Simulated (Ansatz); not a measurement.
MnO2:

```
CELL_PARAMETERS angstrom
2.85658 0.00000 0.00000
-1.42829 2.47387 0.00000
0.00000 0.00000 4.60137
ATOMIC_POSITIONS crystal
Mn 0.00000 0.00000 0.50000
O 0.33333 0.66667 0.70629
O 0.66667 0.33333 0.29371
```

Measurements of this composition are mostly on another form, of space group No. 136.

Program: Ansatz 0.2.0. Alike in all runs: task band structure; potentials or basis Ansatz PAW; spin collinear, ferromagnetic start; cell as given; k mesh 6 × 6 × 3; smearing fermi-dirac 0.05 eV; the mesh is coarse, so values aren't converged.

Question: Order these runs on this cell by their pressure, lowest first.
A. level B3LYP; cutoff (eV) 420
B. level HF; cutoff (eV) 420
C. level HSEsol; cutoff (eV) 420
D. level r2SCAN50; cutoff (eV) 500
E. level HSE03; cutoff (eV) 420

Answer: D (-11.1 GPa), C (-7.8 GPa), B (-4.8 GPa), E (-2.6 GPa), A (2.2 GPa).

Caveats: all runs use coarse meshes; the magnetic or orbital state may not be the lowest; a cell with one magnetic atom can't hold antiferromagnetic order, which such compounds often take; the PAW data sets come from PBE, with cores solved anew for the run's functional, which leaves a small shift of forces and pressure; the thresholds are loose for stress.
